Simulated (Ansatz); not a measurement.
**Ni vacancy in Ni**

Level of theory: DFT PBE, scalar-relativistic, plane waves, PAW in Ansatz. Run with 420 eV cutoff, 4×4×4 k-mesh, Gaussian smearing of 0.10 eV, collinear spin.

Host crystal, relaxed:

```cif
data_structure
_symmetry_space_group_name_H-M 'P 1'
_symmetry_Int_Tables_number 1
_cell_length_a 2.4879
_cell_length_b 2.4879
_cell_length_c 2.4879
_cell_angle_alpha 60.000
_cell_angle_beta 60.000
_cell_angle_gamma 60.000
_cell_volume 10.89
loop_
_atom_site_label
_atom_site_type_symbol
_atom_site_fract_x
_atom_site_fract_y
_atom_site_fract_z
_atom_site_occupancy
Ni1 Ni 0.00000 0.00000 0.00000 1
```

Supercell of 27 atoms, rows in host cell vectors: -3 0 0; 0 0 -3; 0 -3 0. Atoms relax at the host's cell, keeping the symmetry that the supercell leaves at the site. The cell is small, so energies carry finite-size errors of tenths of an eV. The host is a metal. Atoms are taken from and returned to the elements' standard states.

Defect: Ni vacancy set at (0.000, 0.000, 0.000) of the host cell. Before relaxation its nearest neighbours are 12 Ni at 2.49 Å.

| charge | E_f at the valence band top (eV) | moment (μB) | largest move (Å) | atoms near the site |
| --- | --- | --- | --- | --- |
| 0 | 1.56 | -0.73 | 0.03 | 12 Ni at 2.46 Å |

Cost: 2 runs of about 34 core-minutes in all, on AMD EPYC (Zen 3) (shared hosts).